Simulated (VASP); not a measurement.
Wanted: the native input for a VASP 6.6.1 run.

```
Task                   : relaxation of cell and atoms
Functional             : PBE
Dispersion             : D3(BJ)
Potentials or basis    : VASP PAW PBE potentials, release 64 (P)
Cutoff                 : 600 eV
k mesh                 : 10 × 8 × 1
Occupations            : gaussian, width 0.03 eV
Spin                   : no spin polarisation
Further INCAR settings : ALGO = Normal; EDIFF = 1e-06; IBRION = 2; EDIFFG = -0.01; NSW = 90; ISIF = 3
```

The structure of P lies in POSCAR:

```
P
1.0
    3.3164000000      0.0000000000      0.0000000000
    0.0000000000      4.3793000000      0.0000000000
    0.0000000000      0.0000000000     35.8567681600
P
16
Direct
    0.0000000000      0.5806800000      0.2509986400
    0.5000000000      0.9193200000      0.2509986400
    0.5000000000      0.0806800000      0.3104230700
    0.0000000000      0.4193200000      0.3104230700
    0.5000000000      0.5806800000      0.3971914000
    0.0000000000      0.9193200000      0.3971914000
    0.0000000000      0.0806800000      0.4566158400
    0.5000000000      0.4193200000      0.4566158400
    0.0000000000      0.5806800000      0.5433841600
    0.5000000000      0.9193200000      0.5433841600
    0.5000000000      0.0806800000      0.6028086000
    0.0000000000      0.4193200000      0.6028086000
    0.5000000000      0.5806800000      0.6895769300
    0.0000000000      0.9193200000      0.6895769300
    0.0000000000      0.0806800000      0.7490013600
    0.5000000000      0.4193200000      0.7490013600
```

The slab is cut from a database's or a generator's crystal, which needn't be the stable form of the element.

One way to write it, as run:

INCAR

```
  ALGO = Normal
  EDIFF = 1E-6
  EDIFFG = -0.01
  ENCUT = 600
  GGA = PE
  IBRION = 2
  ISIF = 3
  ISMEAR = 0
  IVDW = 12
  LASPH = True
  LATTICE_CONSTRAINTS = .TRUE. .TRUE. .FALSE.
  LCHARG = False
  LREAL = False
  LUSENCCL = False
  LWAVE = False
  NELM = 80
  NSW = 90
  PREC = Accurate
  SIGMA = 0.03
```

KPOINTS

```
k-points
0
Gamma
  10 8 1
```

Potentials or basis: VASP PAW PBE potentials, release 64 (P).

Run with:

```bash
$ cat potpaw_PBE.64/P/POTCAR > POTCAR
$ mpirun -np 1 vasp_std > vasp.out
```

It gave:

- Relaxed volume: 31.44 Å³/atom
- Relaxed cell: a = 3.306 Å, b = 4.243 Å, c = 35.857 Å, α = 90.00°, β = 90.00°, γ = 90.00°
- Space group after relaxing (to 0.05 Å): Pbcm (No. 57)
- Energy gained by relaxing: 4.7 meV/atom
- Ionic steps: 44
- Largest force after relaxing: 0.009 eV/Å
- Band gap on the k mesh: 0.09 eV, direct
- Dispersion energy per atom: -0.356 eV

Run time: 2.4 h on 1 × NVIDIA H100 80GB with 1 thread of AMD EPYC 7R13 Processor (Zen 3), with other jobs on the host, peak memory 1.9 GiB.
